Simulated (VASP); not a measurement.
Runs of VASP 6.6.1 on GaN. Symmetry: P6_3mc, No. 186, hexagonal system. The conventional cell has a = 3.212 Å, b = 3.212 Å, c = 10.357 Å, α = 90.00°, β = 90.00°, γ = 120.00°. Ga (site symmetry 3m) is surrounded by 4 N at 1.95 to 2.00 Å. Ga (site symmetry 3m) is surrounded by 3 N at 1.94 Å. N (site symmetry 3m) is surrounded by 4 Ga at 1.94 to 2.00 Å. Around N (site symmetry 3m) lie 3 Ga at 1.95 Å. The cell is a database's computed one.

```csv
level,potentials or basis,gap on the mesh (eV)
PBEsol,"VASP PAW PBE potentials, release 64 (Ga_d, N)",0.79
LDA,"VASP PAW LDA potentials, release 64 (Ga_d, N)",0.84
r2SCAN,"VASP PAW PBE potentials, release 64 (Ga_d, N)",(a)
PBE,"VASP PAW PBE potentials, release 64 (Ga_d, N)",0.82
```

Alike in all rows: task band structure; no spin polarisation; cell as given; k mesh 10 × 10 × 4; cutoff (eV) 520; smearing gaussian 0.02 eV.

Q: Fill in the values left out.

A: (a) 1.21.

A k mesh can miss the band edges, and the runs leave out spin-orbit coupling on Ga.
